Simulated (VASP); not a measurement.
A run of VASP 6.6.1 is set up as follows.

File INCAR:

```
SYSTEM = In
  PREC = Accurate
  ENCUT = 520
  EDIFF = 1E-7
  ISMEAR = 0
  SIGMA = 0.1
  LREAL = .False.
  LASPH = .True.
  NELM = 100
  ALGO = Fast
  ISIF = 2
  LWAVE = .False.
  LCHARG = .False.
  GGA = PE
  NBANDS = 20
```

Contents of KPOINTS:

```
regular mesh
0
Gamma
  6 6 6
  0 0 0
```

The input POSCAR:

```
In
1.0
    2.0479091869      1.1823609204      3.7976020570
   -2.0479091869      1.1823609204      3.7976020570
    0.0000000000     -2.3647218407      3.7976020570
In
2
Direct
    0.2275400000      0.2275400000      0.2275400000
    0.7724600000      0.7724600000      0.7724600000
```

Potentials or basis: VASP PAW PBE potentials, release 64 (In_d).

The run is started by

```sh
$ cat potpaw_PBE.64/In_d/POTCAR > POTCAR
$ mpirun -np 1 vasp_std > vasp.out
```

Problem. Estimate the band gap on the k mesh.

Solution. None (metal or under the smearing width).

Problem. Estimate the pressure.

Solution. 6.9 GPa.

Problem. What does it give for the largest force?

Solution. 1.960 eV/Å.

Forces in eV/Å, atoms in the order of the input:
```
In   0.000  0.000  1.960
In   0.000  0.000 -1.960
```

Caveat: forces of over 1 eV/Å show positions far from the minimum, so gaps and moduli don't describe the material at rest.
